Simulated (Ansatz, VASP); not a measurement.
One calculation of Nb, two programs

INCAR

```
PREC = Accurate
ENCUT = 520
EDIFF = 1E-6
ISMEAR = -1
SIGMA = 0.1
LREAL = F
LASPH = T
NELM = 100
ALGO = Normal
ISIF = 2
LWAVE = F
LCHARG = T
GGA = PS
LELF = T
LVHAR = T
NBANDS = 12
```

KPOINTS

```
regular mesh
0
Gamma
  15 15 15
```

File POSCAR:

```
Nb
1.0
    0.0000000000      2.0583630936      2.0583630936
    2.0583630936      0.0000000000      2.0583630936
    2.0583630936      2.0583630936      0.0000000000
Nb
1
Direct
    0.0000000000      0.0000000000      0.0000000000
```

Input for Ansatz:

```yaml
crystal:
  lattice:
    - [0.0, 2.0583630936, 2.0583630936]
    - [2.0583630936, 0.0, 2.0583630936]
    - [2.0583630936, 2.0583630936, 0.0]
  atoms:
    - { symbol: Nb, position: [0.0, 0.0, 0.0] }
hamiltonian:
  xc: pbesol
  pseudopotentials:
    kind: paw
    azcp:
      Nb: "pseudopotentials/Nb.paw.azcp"
basis:
  ecutwfc: 420
  fft_grid_basis: typed
kpoints:
  mp_grid: { grid: [15, 15, 15], shift: [0, 0, 0] }
magnetization:
  spin_polarized: false
scf:
  occupations: { method: fermi_dirac, width: 0.1 }
  lower_state_search: "off"
output:
  stress: true
  write_density: true
  write_potential: true
  elf: true
  volumetric_format: npy
```

Alike in both runs: task single point; functional PBEsol; k mesh 15 × 15 × 15; occupations fermi-dirac, width 0.1 eV; no spin polarisation.

|  | VASP | Ansatz |
| --- | --- | --- |
| version | VASP 6.6.1 | Ansatz 0.2.0 |
| potentials or method | VASP PAW PBE potentials, release 64 (Nb_sv) | plane waves (420 eV) with PAW, scalar-relativistic |
| plane-wave cutoff (eV) | 520 | 420 |
| valence electrons in the cell | 13 | 13 |

Ansatz gave:

| Quantity | Value |
| --- | --- |
| pressure (GPa) | 7.2 |

Task: Which values does VASP return?

Result: Pressure (GPa): 6.9.

Ansatz warned: «pseudo_functional_mismatch».

Caveats: the PAW data sets were made with another functional, which shifts forces and pressure a little (VASP).
